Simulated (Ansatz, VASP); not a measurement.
## Two plane-wave programs on AgCl

```xyz
2
Lattice="0.0000 2.7350 2.7350 2.7350 0.0000 2.7350 2.7350 2.7350 0.0000" Properties=species:S:1:pos:R:3 pbc="T T T"
Ag    0.0000    0.0000    0.0000
Cl    2.7350    2.7350    2.7350
```

Alike in both runs: task relaxation of cell and atoms; functional PBE; k mesh 8 × 8 × 8; occupations gaussian, width 0.02 eV; no spin polarisation.

|  | VASP | Ansatz |
| --- | --- | --- |
| version | VASP 6.6.1 | Ansatz 0.2.0 |
| potentials or method | VASP PAW PBE potentials, release 64 (Ag, Cl) | scalar-relativistic, plane waves, PAW |
| plane-wave cutoff (eV) | 600 | 420 |
| valence electrons in the cell | 18 | 26 |

```tsv
	VASP	Ansatz	Ansatz less VASP
gap on the k mesh at the Fermi level, each at its own relaxed structure (eV)	0.92	0.92	+0.003
relaxed volume (Å³/atom)	22.03	22.08	+0.052
relaxed cell length with the largest relative difference (Å)	3.964	3.967	+0.0031
energy change over the relaxation (meV/atom)	-17	-18	-1.2
```

The two sets of potentials don't hold the same shells in valence.

A k mesh can miss the band edges. Zero-point motion and thermal expansion aren't in these numbers. PBE usually gives volumes a little too large and moduli too small.
